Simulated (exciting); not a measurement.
AlCu3, 4 atoms in the cell. The structure is cubic, space group Fm-3m (No. 225). Conventional cell: a = 5.776 Å, b = 5.776 Å, c = 5.776 Å, α = 90.00°, β = 90.00°, γ = 90.00°. Cu (site symmetry -43m) has 4 Al at 2.50 Å and 4 Cu at 2.50 Å as nearest neighbours. Cu (site symmetry m-3m) is surrounded by 8 Cu at 2.50 Å. Al (site symmetry m-3m) has 8 Cu at 2.50 Å as nearest neighbours. The cell comes from a database or a generator and needn't be the stable form of this composition.

```yaml
Program: exciting (release sodium)
Task: real-space fields
Functional: LDA-PZ
Potentials_or_basis: all-electron LAPW+lo, shipped species files, valence relativity iora*
rgkmax: 8
k_mesh: 8 × 8 × 8
Occupations: fermi-dirac, width 0.0272 eV
Spin: no spin polarisation
outputlevel: low
gmaxvr_cutoff_of_density_and_potential: 14 1/bohr
lmaxapw_and_lmaxmat: 10
lmaxvr: 8
nempty: 26
Valence_relativity: iora*
epsengy: 1e-05 Ha
epspot: 1e-05 Ha
maxscl: 60
Muffin-tin_radii: Cu 2.0, Al 2.0 bohr
```

Potentials or basis: all-electron LAPW+lo, shipped species files, valence relativity iora*.

Launch:

```sh
$ OMP_NUM_THREADS=1 python run_exciting.py
```

Hardware: 1 thread of AMD EPYC 7R43 64-Core Processor (Zen 3), on a shared host.

Question: Estimate the wall time of this run.

Answer: Run time: 2.6 min on 1 thread of AMD EPYC 7R43 64-Core Processor (Zen 3), with other jobs on the host, peak memory 0.19 GiB. Counts: scf iterations 17.
